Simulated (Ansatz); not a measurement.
## Ti: how the free axis answers a strain

Ti, Fm-3m, a = 4.112 Å. This isn't the element's structure at ambient conditions. Ansatz: PBE, PAW, 420 eV, Γ-centred 18×18×12 mesh on 2 atoms, Gaussian smearing 0.10 eV; no spin polarisation. Series: biaxial strain in the a-b plane, c and atoms relaxed; x is the strain in per cent. The axes a, b, c are those of the computed cell (2.908, 2.908, 4.112 Å), along [1 1 0], [-1 1 0], [0 0 1] of the cell named above. y is the change of c in per cent of 4.112 Å.

| x (%) | y (%) |
| --- | --- |
| -6.0 | ? |
| -4.0 | 6.31 |
| -2.0 | 3.01 |
| 0.0 | 0.00 |
| 2.0 | -2.86 |
| 4.0 | -5.86 |
| 6.0 | -9.08 |

Fit y = c1 x + c2 x² to the other rows, say what c1 measures, and predict the missing y.

Least squares on the rows shown. y = −1.529 x + 0.006099 x². With no stress along c, c1 = −2C12/C11 = -1.529. At −2 the volume would not change at all; a value this near to it means that the crystal resists a change of volume much more than one of shape. With a term in x³ added, the coefficient of x becomes -1.455, 5 % less, which shows how far this figure hangs on the form. At x = -6.0 the fit asked for gives 9.39 %. The run gave 9.58 %, so the fit is 0.19 % too low, within twice the rms miss on the fitted rows (0.13 %).